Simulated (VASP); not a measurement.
## Al: relaxation of cell and atoms with PBE

Crystal: Al.

```
CELL_PARAMETERS angstrom
4.54917 0.00000 0.00000
-2.27459 3.93970 0.00000
0.00000 0.00000 2.75273
ATOMIC_POSITIONS crystal
Al 0.33333 0.66667 0.50000
Al 0.66667 0.33333 0.50000
```

The cell was built by a generator and needn't be a form met in nature.

The cell isn't the ideal one: random cell by space group and Wyckoff sites (P6/mmm, No. 191).

```json
{"Program": "VASP 6.6.1", "Task": "relaxation of cell and atoms", "Functional": "PBE", "Potentials or basis": "VASP PAW PBE potentials, release 64 (Al)", "Cutoff": "600 eV", "k mesh": "15 × 15 × 20", "Occupations": "gaussian, width 0.1 eV", "Spin": "no spin polarisation", "Dipole correction": "no", "Further INCAR settings": "ALGO = Fast; EDIFF = 1e-07; IBRION = 2; EDIFFG = -0.01; NSW = 100; ISIF = 3"}
```

* Relaxed volume: 24.64 Å³/atom
* Relaxed cell: a = 4.546 Å, b = 4.546 Å, c = 2.754 Å, α = 90.00°, β = 90.00°, γ = 120.00°
* Space group after relaxing (to 0.05 Å): P6/mmm (No. 191)
* Energy gained by relaxing: 0.0 meV/atom
* Ionic steps: 2
* Pressure after relaxing: 0.0 GPa
* Band gap on the k mesh: none (metal or under the smearing width)

Final structure:
```yaml
crystal:
  lattice:
    - [4.54555, 0.00000, 0.00000]
    - [-2.27278, 3.93656, 0.00000]
    - [0.00000, 0.00000, 2.75364]
  atoms:
    - { symbol: Al, position: [0.33333, 0.66667, 0.50000] }
    - { symbol: Al, position: [0.66667, 0.33333, 0.50000] }
```

Levels at points of the mesh, in eV from the Fermi level:
```
           k point  band 1  band 2  band 3  band 4  band 5  band 6  band 7
(0.00, 0.00, 0.00)   -8.80   -0.87   -0.87   -0.56    2.21    2.21    5.47
(0.00, 0.00, 0.50)   -4.48   -3.55    2.35    2.35    2.67    5.37    5.37
```

Wall time 89 s on 1 thread of Intel(R) Xeon(R) Platinum 8488C (Sapphire Rapids), on a shared host, peak memory 0.25 GiB.
